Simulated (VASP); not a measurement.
From VASP inputs to Ansatz: SrO (strained rocksalt)

INCAR

```
SIGMA = 0.01
LREAL = .FALSE.
NELM = 120
ENCUT = 520
ISMEAR = 0
EDIFF = 1E-7
LASPH = .TRUE.
METAGGA = R2SCAN
ISIF = 2
NBANDS = 15
IBRION = -1
PREC = Accurate
NSW = 0
ALGO = Normal
LCHARG = .FALSE.
LWAVE = .FALSE.
```

KPOINTS

```
KPOINTS created by Atomic Simulation Environment
0
Gamma
8 8 8
0 0 0
```

KPOINTS_OPT

```
special points
7
Reciprocal
0.0000000000 0.0000000000 0.0000000000 1
0.5000000000 0.0000000000 0.5000000000 1
0.6250000000 0.2500000000 0.6250000000 1
0.3750000000 0.3750000000 0.7500000000 1
0.5000000000 0.5000000000 0.5000000000 1
0.5000000000 0.2500000000 0.7500000000 1
0.0000000000 0.5000000000 0.5000000000 1
```

POSCAR

```
Sr O
 1.0000000000000000
    -0.0578253663000000    2.5736648061000000    2.5736648061000000
     2.5736648061000000   -0.0578253663000000    2.5736648061000000
     2.5736648061000000    2.5736648061000000   -0.0578253663000000
 Sr  O
   1   1
Cartesian
  0.0000000000000000  0.0000000000000000  0.0000000000000000
  2.5447521229500003  2.5447521229500003  2.5447521229499994
```

VASP ran with the recommended PBE PAW datasets (16 valence electrons in the cell).

Task: Write an Ansatz input for this cell and level of theory.

Result: 

```yaml
crystal:
  lattice:
    - [-0.0578253663, 2.5736648061, 2.5736648061]
    - [2.5736648061, -0.0578253663, 2.5736648061]
    - [2.5736648061, 2.5736648061, -0.0578253663]
  atoms:
    - { symbol: Sr, position: [0.0, 0.0, 0.0] }
    - { symbol: O, position: [0.5, 0.5, 0.5] }
kpoints:
  mp_grid: { grid: [8, 8, 8] }
  band_path:
    path:
      - [0.0, 0.0, 0.0]
      - [0.5, 0.0, 0.5]
      - [0.625, 0.25, 0.625]
      - [0.375, 0.375, 0.75]
      - [0.5, 0.5, 0.5]
      - [0.5, 0.25, 0.75]
      - [0.0, 0.5, 0.5]
    npoints: 1
hamiltonian:
  xc: r2scan
scf:
  occupations: { method: fixed }
  n_extra_bands: 4
output:
  forces: true
  stress: true
  eigenvalues: true
```

Other inputs would serve too.

```tsv
	VASP	Ansatz
gap between bands v and c	3.70 eV	3.75 eV
least direct gap	3.83 eV	3.87 eV
pressure	-1.9 GPa	-2.3 GPa
```

Each program uses its own PAW datasets. VASP's cell holds 16 valence electrons and Ansatz's 16. Ansatz's stress includes a Pulay correction; VASP's doesn't.
